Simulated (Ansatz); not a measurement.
The system is ZnS.

```xyz
2
Lattice="0.0000 2.7020 2.7020 2.7020 0.0000 2.7020 2.7020 2.7020 0.0000" Properties=species:S:1:pos:R:3 pbc="T T T"
Zn    4.0530    4.0530    4.0530
S     0.0000    0.0000    0.0000
```

A run of Ansatz 0.2.0 on this cell left the log below. Logs are shortened: lines on timing, memory, paths and dates and some standing lists are left out, and cuts for length are marked.

```text
Warning: phonons: the dynamical matrix that this run interpolates holds no multipole term above the dipole-dipole one, and a site of this crystal is no centre of inversion, so its interpolated transverse optical and acoustic branches and sound speeds can stay off near Gamma, and the density of states and the thermodynamics with them. What a run solves at a wave vector of phonons.qpoints, Gamma apart, where the deck admits one, is free of this, and under fd what a larger phonons.supercell samples
Warning: the 7x7x7 k mesh does not hold 7 of the 8 requested q, among them q = (0, 0, -0.5) of phonons.qmesh (the mesh's divisions times q: (0, 0, -3.5)), which it misses. Where each spin channel of the converged state fills one whole number of bands, its own, at every k and k + q (a gapped crystal under scf.occupations.method: fixed, without spin polarisation, is such a state), the run solves such a q all the same, unless at one of those points the solve does not resolve a channel's highest filled band from its lowest empty one, which the run refuses. Under fixed, such a level at k + q alone can be filled evenly and the q solved. (A deck that smears also gets another warning, for the case where the state has partly filled bands and the run refuses instead; the finer mesh named there holds every requested q in both cases.) The frequencies at such a q can be far from converged at a cutoff and a k mesh at which those at every q on the mesh look sound, and no residual printed for that q shows it. By this code's own reading, close to the zone centre a longitudinal mode feels the field of what the charges at that q miss their sum rule by, which dies only as the k mesh converges (phonons.dielectric: true does not show it: what its charges miss the rule by is not the k mesh's). Close to the zone centre an acoustic frequency is small, so that the error which scf.convergence.dr2_threshold leaves can be large beside it, whatever the k mesh. On a coarse k mesh these two do not account for the whole error. At q on the mesh, agreement between cutoffs or with finite displacements says nothing of such a q. Set kpoints.mp_grid.grid to [8, 8, 8] (the nearest finer one of its shape that holds every requested q; a coarser one that holds them is less converged in the k mesh), or request only what the mesh holds: a phonons.qmesh that divides it on every axis, and phonons.qpoints at whole multiples of one over its divisions, as fractions or to nine digits, the zone centre as exact zeros. Or, where the run solves it, keep q and converge basis.ecutwfc and the k mesh at this q itself; a dispersion between mesh points is phonons.qpath's, interpolated from a phonons.qmesh that the k mesh holds. (Under kpoints.mp_grid.kspacing, state the divisions in grid instead.) On the mesh or off it, a q close to the zone centre keeps the error that scf.convergence.dr2_threshold leaves: see that key's entry in the input reference.
Warning: RAYON_NUM_THREADS=2 ignored (pool sized by the plan → 2); use --threads N
Engine: ansatz 0.2.0, x86_64-unknown-linux-gnu
Pseudopotentials: kind: paw
Pseudopotential: Zn, paw, valence charge 12, recommended cutoff 420 eV (normal), Zn.paw.azcp
Pseudopotential: S, paw, valence charge 6, recommended cutoff 420 eV (normal), S.paw.azcp
Functional definition: PBE
  parameter kappa = 0.804
  parameter beta = 0.06672455060314922
  exchange = pbe_x(kappa = kappa, mu = beta*pi^2/3)
  correlation = pbe_c(beta = beta)
Crystal: 2 atoms, lattice volume = 39.454 Å³
Basis set: ecut = 420 eV (smoothed over ±3.0 %; plane waves to 437.0 eV, density to 1747.9 eV), 869 PW (Γ), exchange–correlation on 54×54×54 points (8 copies of the dense FFT grid, shifted against one another)
Bands: 13, of which v1, the nominal top of the filled ones, is band 9 counted from 1 (8 counted from 0)
Symmetry: 24 space group operations
[... 101 lines left out ...]
        270.38      3            12.8303
  optical modes at Γ + LO–TO along q̂ = [1.0000, 0.0000, 0.0000]:
      ω (cm⁻¹)  modes    IR ((D/Å)²/amu)
        270.38      2             8.5535
        334.73      1             4.2768
  optical modes at Γ + LO–TO along q̂ = [0.0000, 1.0000, 0.0000]:
      ω (cm⁻¹)  modes    IR ((D/Å)²/amu)
        270.38      2             8.5535
        334.73      1             4.2768
  optical modes at Γ + LO–TO along q̂ = [0.0000, 0.0000, 1.0000]:
      ω (cm⁻¹)  modes    IR ((D/Å)²/amu)
        270.38      2             8.5535
        334.73      1             4.2768
--- Phonons (arbitrary-q DFPT): 3 irreducible q on the 2×2×2 mesh ---
  q = [0.0000, 0.0000, 0.0000] (star 1, of the zone-centre solve; hermiticity 3.38e-8, symmetrization 1.31e-13): -0.00 0.00 0.00 270.38 270.38 270.38
  q = [0.0000, 0.0000, -0.5000] (star 4, 6 solved perturbations on 343 of 343 k-point pairs, because it does not carry the k mesh onto itself; hermiticity 1.54e-7, symmetrization 1.62e-6): 69.23 69.23 192.66 284.98 284.98 329.75
  q = [0.0000, -0.5000, -0.5000] (star 3, 6 solved perturbations on 343 of 343 k-point pairs, because it does not carry the k mesh onto itself; hermiticity 1.06e-7, symmetrization 1.13e-6): 88.44 88.44 208.99 304.83 304.83 318.31
  sum rule: each row above includes the acoustic sum rule's correction from the zone centre's row sums; it moved no ω² by more than (1.10 cm⁻¹)²
  mesh force constants: q→R imaginary residual 4.01e-17; ASR residual 1.431e-4 → 0.000e0 eV/Å²; symmetrization residual 2.665e-15 eV/Å²
  interpolated dispersion: 83 rows × 6 modes
  density of states and harmonic sums: on the 20×20×20 q-mesh, interpolated from the force constants of a 2×2×2 supercell (with the dipole–dipole term)
  largest difference from the sums on the solved wave vectors: F 5.91e-2 eV, S 9.14e-5 and C_V 3.22e-5 eV/K
  zero-point energy: 0.077583 eV/cell   skipped modes (ω ≤ 0): 3   left out of the sums: 6.25e-5 of the cell's modes: C_V's classical limit lies that fraction below 3 k_B per atom; for a crystal, a wire or a layer, F and S can be off by more, and a phonons.interpolated_qmesh denser along its periods is the remedy for the sampling
```

Question: Write the input and the command behind it.

Answer: Phonons with PBE, no spin polarisation. The files as run (others can give the same):

input.yaml
```yaml
crystal:
  lattice:
    - [0.0, 2.702, 2.702]
    - [2.702, 0.0, 2.702]
    - [2.702, 2.702, 0.0]
  atoms:
    - { symbol: Zn, position: [0.75, 0.75, 0.75] }
    - { symbol: S, position: [0.0, 0.0, 0.0] }
hamiltonian:
  xc: pbe
  pseudopotentials: { kind: paw }
kpoints:
  mp_grid: { grid: [7, 7, 7] }
scf:
  occupations: { method: fixed }
phonons:
  method: dfpt
  dielectric: true
  rigid_motions: translations
  qmesh: [2, 2, 2]
  temperatures: { t_max: 1000, t_step: 100 }
  qpath:
    path:
      - [[0.0, 0.0, 0.0], [0.5, 0.0, 0.5], [0.5, 0.25, 0.75], [0.375, 0.375, 0.75], [0.0, 0.0, 0.0], [0.5, 0.5, 0.5], [0.625, 0.25, 0.625], [0.5, 0.25, 0.75], [0.5, 0.5, 0.5], [0.375, 0.375, 0.75]]
      - [[0.625, 0.25, 0.625], [0.5, 0.0, 0.5]]
    npoints: 8
```

Potentials or basis: Ansatz PAW.
The run is started by
```sh
$ ansatz run input.yaml --threads 2 --pin off --max-ram 5632MiB --backend cpu --events-out ev --progress --plain --runs-dir out
```

Caveat: odd divisions of the mesh miss points on the zone boundary, where band edges often lie, so the gap on the mesh can be too wide; the q mesh is small, so phonon branches between its points and thermal values are rough.
